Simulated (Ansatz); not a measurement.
# Ag under changes of volume

One of the cells (18.154 Å³/atom); the others are scaled copies at fixed shape and fractional positions:

```
Ag
1.0
    -1.65565    1.65565    1.65565
     1.65565   -1.65565    1.65565
     1.65565    1.65565   -1.65565
Ag
1
Direct
  0.00000 0.00000 0.00000
```

This isn't the form of Ag at room conditions, which is fcc.

| Property | Result |
| --- | --- |
| Program | Ansatz 0.2.0 |
| Functional | LDA |
| Potentials or basis | Ansatz PAW |
| Cutoff | 420 eV (not typed: the program's choice for these potentials) |
| k mesh | 11 × 11 × 11 |
| Occupations | fermi-dirac, width 0.05 eV |
| Spin | no spin polarisation |

```tsv
volume (Å³/atom)	energy over the lowest point (meV/atom)	pressure (GPa)
17.065	0.00	-6.5
17.428	16.85	-8.4
17.791	?	?
18.154	62.19	-11.5
18.517	89.59	-12.7
18.880	119.52	-13.7
19.243	151.59	-14.6
```

What does the run at 17.791 Å³/atom give?

Energy over the lowest point 37.77 meV/atom; pressure -10.1 GPa.

Worked out: A Birch-Murnaghan fit of order 3 (a polynomial in V^(-2/3)) to the other rows has no minimum within the range. It gives 37.77 meV/atom at 17.791 Å³/atom, against the run's 37.77, and -dE/dV = -10.0 GPa, against -10.1.

Energies are extrapolated to zero smearing.

Caveats: the PAW data sets come from PBE, with cores solved anew for the run's functional, which leaves a small shift of forces and pressure.
